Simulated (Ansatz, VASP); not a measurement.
# One calculation of BN, two programs

Contents of INCAR:

```
PREC = Accurate
ENCUT = 520
EDIFF = 1E-6
ISMEAR = 0
SIGMA = 0.05
LREAL = F
LASPH = T
NELM = 60
ALGO = Normal
ISIF = 2
LWAVE = F
LCHARG = T
GGA = PE
LELF = T
LVHAR = T
NBANDS = 26
```

File KPOINTS:

```
regular mesh
0
Gamma
  6 6 10
```

Contents of POSCAR:

```
BN
1.0
    4.3563000000      0.0000000000      0.0000000000
    0.0000000000      4.3563000000      0.0000000000
    0.0000000000      0.0000000000      2.7021000000
B N
4 4
Direct
    0.1742811368      0.8257188632      0.5000000000
    0.3257188632      0.3257188632      0.0000000000
    0.6742811368      0.6742811368      0.0000000000
    0.8257188632      0.1742811368      0.5000000000
    0.8126115048      0.8126115048      0.5000000000
    0.3126115048      0.6873884952      0.0000000000
    0.6873884952      0.3126115048      0.0000000000
    0.1873884952      0.1873884952      0.5000000000
```

Input for Ansatz:

```yaml
crystal:
  lattice:
    - [4.3563, 0.0, 0.0]
    - [0.0, 4.3563, 0.0]
    - [0.0, 0.0, 2.7021]
  atoms:
    - { symbol: B, position: [0.1742811368, 0.8257188632, 0.5] }
    - { symbol: B, position: [0.3257188632, 0.3257188632, 0.0] }
    - { symbol: B, position: [0.6742811368, 0.6742811368, 0.0] }
    - { symbol: B, position: [0.8257188632, 0.1742811368, 0.5] }
    - { symbol: "N", position: [0.8126115048, 0.8126115048, 0.5] }
    - { symbol: "N", position: [0.3126115048, 0.6873884952, 0.0] }
    - { symbol: "N", position: [0.6873884952, 0.3126115048, 0.0] }
    - { symbol: "N", position: [0.1873884952, 0.1873884952, 0.5] }
basis:
  ecutwfc: 520.0
kpoints:
  mp_grid: { grid: [6, 6, 10] }
hamiltonian:
  xc: pbe
  pseudopotentials: { kind: paw, azcp: { folder: soft_1 } }
scf:
  occupations: { method: gaussian, width: 0.05 }
output:
  forces: true
  stress: true
  eigenvalues: true
```

Alike in both runs: task single point; functional PBE; k mesh 6 × 6 × 10; occupations gaussian, width 0.05 eV; no spin polarisation.

|  | VASP | Ansatz |
| --- | --- | --- |
| version | VASP 6.6.1 | Ansatz 0.2.0 |
| potentials or method | VASP PAW PBE potentials, release 64 (B, N) | scalar-relativistic, plane waves, PAW |
| plane-wave cutoff (eV) | 520 | 520 |
| valence electrons in the cell | 32 | 32 |

```tsv
	VASP	Ansatz	Ansatz less VASP
gap on the k mesh at the Fermi level (eV)	4.73	4.74	+0.012
least direct gap on the mesh (eV)	5.08	5.08	+0.004
pressure (GPa)	-9.3	-9.6	-0.28
largest component of the traceless stress (GPa)	37.01	36.79	-0.218
rms of the force components (eV/Å)	0.243	0.232	-0.0108
```

Atom by atom the forces differ by 0.013 eV/Å (rms over components). The functional is the same, so the differences come from potentials, cutoffs and numerics.

A k mesh can miss the band edges. PBE gaps usually lie below the measured ones, often by a third to a half.
